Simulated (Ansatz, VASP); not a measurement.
## CuAu in VASP and in Ansatz

Contents of INCAR:

```
SYSTEM = CuAu
ALGO = Fast
EDIFF = 1E-7
ENCUT = 520
GGA = PE
ISIF = 2
ISMEAR = 0
LASPH = .True.
LCHARG = .False.
LREAL = .False.
LWAVE = .False.
NBANDS = 18
NELM = 60
PREC = Accurate
SIGMA = 0.15
```

The input KPOINTS:

```
k-points
0
Gamma
  18 18 14
  0 0 0
```

POSCAR

```
CuAu
1.0
    2.7160000000      0.0000000000      0.0000000000
    0.0000000000      2.7160000000      0.0000000000
    0.0000000000      0.0000000000      3.7250500000
Cu Au
1 1
Direct
    0.5000000000      0.5000000000      0.5000000000
    0.0000000000      0.0000000000      0.0000000000
```

Input for Ansatz:

```yaml
crystal:
  lattice:
    - [2.716, 0.0, 0.0]
    - [0.0, 2.716, 0.0]
    - [0.0, 0.0, 3.72505]
  atoms:
    - { symbol: Cu, position: [0.5, 0.5, 0.5] }
    - { symbol: Au, position: [0.0, 0.0, 0.0] }
basis:
  ecutwfc: 420
kpoints:
  mp_grid: { grid: [18, 18, 14] }
hamiltonian:
  xc: pbe
scf:
  occupations: { method: gaussian, width: 0.15 }
output:
  forces: true
  stress: true
  eigenvalues: true
```

Change from the starting cell: strain -0.030 along x and y, +0.015 along z, atoms carried along.

Alike in both runs: task single point; functional PBE; k mesh 18 × 18 × 14; occupations gaussian, width 0.15 eV; no spin polarisation.

```csv
,VASP,Ansatz
version,VASP 6.6.1,Ansatz 0.2.0
potentials or method,"VASP PAW PBE potentials, release 64 (Cu, Au)","scalar-relativistic, plane waves, PAW"
plane-wave cutoff (eV),520,420
valence electrons in the cell,22,38
```

|  | VASP | Ansatz | Ansatz less VASP |
| --- | --- | --- | --- |
| gap on the k mesh at the Fermi level (eV) | none | none | - |
| pressure (GPa) | 16.2 | 16.3 | +0.10 |
| largest component of the traceless stress (GPa) | 2.79 | 2.89 | +0.091 |

A gap of «none» marks a metal or a gap that the smearing closes. The two sets of potentials don't hold the same shells in valence.

Caveats: so large a pressure means that the cell lies far from this level's equilibrium, or that cutoff or potentials fall short (VASP). Spin-orbit coupling is left out, which matters for the levels of Au.
